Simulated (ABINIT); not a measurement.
Here is an ABINIT 10.8.3 (patched build) calculation.

The input run.abi:

```
# Pseudopotentials
pp_dirpath "./"
pseudos "Ga.upf, P.upf"

# Structure
acell 3*1.0
rprim
     0.0000000000     5.1499761211     5.1499761211
     5.1499761211     0.0000000000     5.1499761211
     5.1499761211     5.1499761211     0.0000000000
ntypat 2
znucl 31 15
natom 2
typat 1 2
xred
     0.0000000000     0.0000000000     0.0000000000
     0.7500000000     0.7500000000     0.7500000000

# Plane-wave basis
ecut 979.609905 eV

# k points
kptopt 1
ngkpt 6 6 6
nshiftk 1
shiftk 0.0 0.0 0.0

# Exchange and correlation
ixc 7

# Bands and occupations
nband 13
occopt 3
tsmear 0.05 eV

# SCF cycle
nstep 100
tolvrs 1.0e-10

# Output
iomode 3
prtwf 0
prtden 0
prteig 0
prtebands 0
```

Potentials or basis: PseudoDojo NC SR LDA v0.4.1 standard.

Run with:

```sh
$ abinit run.abi > log 2>&1
```

**Question.** What does it give for the band gap on the k mesh?

**Answer.** 1.50 eV, indirect (least direct gap 1.60 eV).

**The experiment to reproduce.**

From “Stacking defects in GaP nanowires: Electronic structure and optical properties”, 2018, arxiv:1810.01194, for a bulk crystal of GaP at 10 K: band gap 2.34 eV (indirect).

Against the measured gap of GaP, 2.34 eV (indirect; 10 K; quoted in “Stacking defects in GaP nanowires: Electronic structure and optical properties”, 2018, arxiv:1810.01194), the calculated 1.50 eV is off by -0.84 eV. Spin-orbit coupling on Ga is left out. The value is that of LDA on a finite k mesh, which can miss the band edges, without temperature or zero-point motion. Semilocal functionals fall short of measured gaps as a rule.
